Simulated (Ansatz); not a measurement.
# Notes on a calculation: PbSe (rocksalt structure)

**The experiment.** The Crystallography Open Database holds a measured cell of cubic PbSe (space group Fm-3m) at 298 K (1987, doi:10.1107/S0108270187091509): a = 6.121 Å, 28.67 Å³/atom.

A printed reference work, monograph reports, for a bulk crystal of PbSe at 4.2 K: band gap 0.15 eV (direct).

Method: r²SCAN, scalar-relativistic; no spin polarisation; PAW, 500 eV, Γ-centred 10×10×10 mesh, 0.05 eV Gaussian smearing; code Ansatz. The datasets are Ansatz's generated set soft_2.

The start was a prototype's sites filled with these elements; the Crystallography Open Database holds the compound in this structure.

The first cell, 1 % over the database's volume:

```
CELL_PARAMETERS angstrom
0.00000 3.07233 3.07233
3.07233 0.00000 3.07233
3.07233 3.07233 0.00000
ATOMIC_POSITIONS crystal
Pb 0.50000 0.50000 0.50000
Se 0.00000 0.00000 0.00000
```

The runs in order:

```csv
run,level,k-mesh,kind,V (Å³/atom),P (GPa),E − E(final) (meV/atom),gap on the mesh (eV)
1,"PBE, 420 eV",6×6×6,fixed cell,29.00,1.7,–,0.33
2,"PBE, 420 eV",6×6×6,fixed cell,29.34,1.1,–,0.36
3,"PBE, 420 eV",6×6×6,fixed cell,30.03,0.0,–,0.43
4,r²SCAN,10×10×10,fixed cell,30.03,-0.9,1.6,0.72
5,r²SCAN,10×10×10,fixed cell,29.84,-0.6,0.7,0.70
6,r²SCAN,10×10×10,fixed cell,29.47,0.0,0.0,0.66
```

The final structure (symmetry read at 0.01 Å). Symmetry: Fm-3m, No. 225, cubic system. Conventional cell: a = 6.178 Å, b = 6.178 Å, c = 6.178 Å, α = 90.00°, β = 90.00°, γ = 90.00°. Pb (site symmetry m-3m) is surrounded by 6 Se at 3.09 Å. Se (site symmetry m-3m) is surrounded by 6 Pb at 3.09 Å. (Neighbours are counted to 15 % beyond the shortest distance.)

- At the final geometry the gap, band path included, is 0.66 eV.
- The equation of state gives B0 = 51 GPa and B0′ = 4.4.
- The elastic tensor is positive definite (smallest eigenvalue 18.3 GPa).
- Against the elements' standard states, run alike and uncorrected, the formation energy is -0.67 eV/atom.

**Reading the result.**

Within 0.6 eV of the edges the projected states are 70 % Se 4p at the top of the valence band and 75 % Pb 6p at the bottom of the conduction band. Spin–orbit coupling, left out here, shifts 6p levels by as much as this gap and could close it. The valence edge mixes anion p with metal states, so the bond is partly covalent and the gap isn't a plain transfer from Se to Pb.

Bader charges against formal ones: Pb +0.96 (+2), Se −0.96 (−2). The cations give up 48 % of the formal charge; Bader charges stay under formal ones because the anions' density reaches into the cations' basins, the more so the higher the formal charge and the softer the anion.

**Against experiment.** r²SCAN gives 6.178 Å and 29.47 Å³/atom, +2.8 % in volume (+0.9 % in length) from the database's cell. The static lattice lacks zero-point motion and thermal expansion, roughly 0.8 to 2.0 % in volume at 298 K by Grüneisen's rule, γ·3k_BT/(B0·V0) with γ of 1 to 2.5, so this level's own overestimate is larger than the figure, nearer 3.6 to 4.8 %. Spin–orbit coupling, left out, also moves the volume of such heavy elements' compounds. Measured gap of PbSe: 0.15 eV (direct; 4.2 K; a printed reference work, monograph). This calculation gives 0.66 eV (+0.51 eV). 2 values of this kind are on record (0.15 to 0.28 eV); this one was drawn at random. Kohn–Sham gaps of semilocal functionals mostly fall below measured ones. Spin–orbit coupling is left out here. Temperature and excitons aren't in the calculation.

Kohn–Sham gaps of semilocal functionals lie under measured ones, often by a third or more. For elements this heavy, spin–orbit coupling would shift levels and gaps; it isn't included here.
